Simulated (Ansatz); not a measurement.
Runs of Ansatz 0.2.0 on Tl. The structure is cubic, space group Im-3m (No. 229). Conventional cell: a = 3.912 Å, b = 3.912 Å, c = 3.912 Å, α = 90.00°, β = 90.00°, γ = 90.00°. Tl (site symmetry m-3m) has 8 Tl at 3.39 Å as nearest neighbours. This isn't the form of Tl at room conditions, which is hcp.

```tsv
task	level	potentials or basis	spin	cell	k mesh	cutoff (eV)	smearing	points for each segment of the path	broadening	other keys	gap on the mesh (eV)	pressure (GPa)
ladder of functionals	revPBE+D3(BJ)	Ansatz PAW	off	as given	10 × 10 × 10	420	cold 0.1 eV	-	-	-	none	-0.6
band structure	BLYP+D3(BJ)	Ansatz PAW	SOC, no magnetisation	as given	10 × 10 × 10	420	gaussian 0.025 eV	14	-	-	none	-0.2
band structure	HSE06+D3(BJ)-ATM	Ansatz PAW	off	as given	7 × 7 × 7	420	gaussian 0.05 eV	4	-	-	none	(a)
optical spectrum	RPBE+D3(BJ)-ATM	PseudoDojo standard (PBE files)	SOC, no magnetisation	as given	10 × 10 × 10	844	fermi-dirac 0.1 eV	-	0.1 eV	-	none	-
band structure	BPBE+D3(BJ)-ATM	SPMS NC	collinear, program default start	volume scaled by 1.08	10 × 10 × 10	381	fermi-dirac 0.025 eV	14	-	-	none	-4.5
relaxation of cell and atoms	PBEsol+D4	Ansatz PAW	SOC, no magnetisation	relaxed	10 × 10 × 10	420	gaussian 0.1 eV	-	-	relax.f_tol = 0.02; relax.max_displacement = 0.3; …	none	0.0
band structure	LDA	JTH PAW LDA	off	as given	15 × 15 × 15	1800	tetrahedron	14	-	kpoints.mp_grid.grid = 15 × 15 × 15	none	(b)
```

**Question.** Fill in the values left out.

**Answer.** (a) -2.6; (b) -3.1.

Caveats: pairwise dispersion overbinds metals, which lowers pressure and volume (some runs); the PAW data sets come from PBE, with cores solved anew for the run's functional, which leaves a small shift of forces and pressure (some runs); spin-orbit coupling is left out, which moves the levels of the heavy elements (some runs); the potentials were made for another functional, which shifts forces and pressure (some runs); the thresholds are loose for stress (some runs); spectra need much finer meshes, so this one isn't converged (some runs); independent-particle spectra lack excitons (some runs).

A k mesh can miss the band edges, and rows without SOC leave out spin-orbit coupling on Tl.

A gap of «none» marks a metal or a gap under the smearing width.
